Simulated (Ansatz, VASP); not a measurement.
One calculation of Au, two programs

File POSCAR:

```
Au
1.0
    0.0000000000      2.0350000000      2.0350000000
    2.0350000000      0.0000000000      2.0350000000
    2.0350000000      2.0350000000      0.0000000000
Au
1
Direct
    0.0000000000      0.0000000000      0.0000000000
```

Contents of INCAR.step1:

```
SYSTEM = Au
ALGO = Normal
EDIFF = 1E-4
ENCUT = 520
GGA = PE
ISMEAR = 0
LASPH = .TRUE.
LCHARG = .FALSE.
LREAL = .FALSE.
LWAVE = .TRUE.
NBANDS = 12
NELM = 80
PREC = Accurate
SIGMA = 0.1
```

File INCAR.step2:

```
SYSTEM = Au
ALGO = Normal
EDIFF = 1E-6
ENCUT = 520
ISIF = 2
ISMEAR = 0
ISTART = 1
LASPH = .TRUE.
LCHARG = .FALSE.
LMIXTAU = .TRUE.
LREAL = .FALSE.
LWAVE = .FALSE.
METAGGA = R2SCAN
NBANDS = 12
NELM = 80
PREC = Accurate
SIGMA = 0.1
```

KPOINTS

```
k-points
0
G
  8 8 8
  0 0 0
```

Input for Ansatz:

```yaml
crystal:
  lattice:
    - [0.0, 2.035, 2.035]
    - [2.035, 0.0, 2.035]
    - [2.035, 2.035, 0.0]
  atoms:
    - { symbol: Au, position: [0.0, 0.0, 0.0] }
basis:
  ecutwfc: 500
kpoints:
  mp_grid: { grid: [8, 8, 8] }
hamiltonian:
  xc: r2scan
scf:
  occupations: { method: gaussian, width: 0.1 }
output:
  forces: true
  stress: true
  eigenvalues: true
```

Alike in both runs: task single point; functional r2SCAN; k mesh 8 × 8 × 8; occupations gaussian, width 0.1 eV; no spin polarisation.

|  | VASP | Ansatz |
| --- | --- | --- |
| version | VASP 6.6.1 | Ansatz 0.2.0 |
| potentials or method | VASP PAW PBE potentials, release 64 (Au) | scalar-relativistic, plane waves, PAW |
| plane-wave cutoff (eV) | 520 | 500 |
| valence electrons in the cell | 11 | 19 |

VASP gave:

- gap on the k mesh at the Fermi level (eV): none
- pressure (GPa): 8.2

Which values does Ansatz return?

gap on the k mesh at the Fermi level (eV): none; pressure (GPa): 7.9.

A gap of «none» marks a metal or a gap that the smearing closes. With one functional, cell and mesh, what is left measures potentials, basis and numerics. The two sets of potentials don't hold the same shells in valence.

Caveats: the PAW data sets were made with another functional, which shifts forces and pressure a little (VASP). Spin-orbit coupling is left out, which matters for the levels of Au.
